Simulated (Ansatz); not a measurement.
The system is BaTiO3.

```
CELL_PARAMETERS angstrom
3.99980 0.00000 0.00000
0.00000 3.99980 0.00000
0.00000 0.00000 4.01800
ATOMIC_POSITIONS crystal
Ba 0.00000 0.00000 0.00000
Ti 0.50000 0.50000 0.49000
O 0.00000 0.50000 0.51700
O 0.50000 0.00000 0.51700
O 0.50000 0.50000 0.01900
```

Base run:

```yaml
Program: Ansatz 0.2.0
Functional: PBE
Potentials_or_basis: Ansatz PAW
Cutoff: 420 eV
Density_cutoff: 1680 eV
k_mesh: 7 × 7 × 7
Occupations: fermi-dirac, width 0.05 eV
Spin: spin-orbit coupling, no magnetisation
```

Its results: band gap on the k mesh 1.93 eV, indirect (least direct gap 2.04 eV); pressure 2.4 GPa; largest force 0.310 eV/Å.

Q: The run is repeated on the same cell with these changes: functional from PBE to PBEsol. What comes out?

A: Band gap on the k mesh 1.89 eV, indirect (least direct gap 2.00 eV); pressure -3.8 GPa; largest force 0.354 eV/Å.

PBEsol binds more tightly than PBE, so the same cell stands under less pressure.

Caveats: the k mesh misses the band edges, so the gap on the mesh is wider than the one along the path; the PAW data sets come from PBE, with cores solved anew for the run's functional, which leaves a small shift of forces and pressure (some runs).

Not every run made on this cell is shown here.
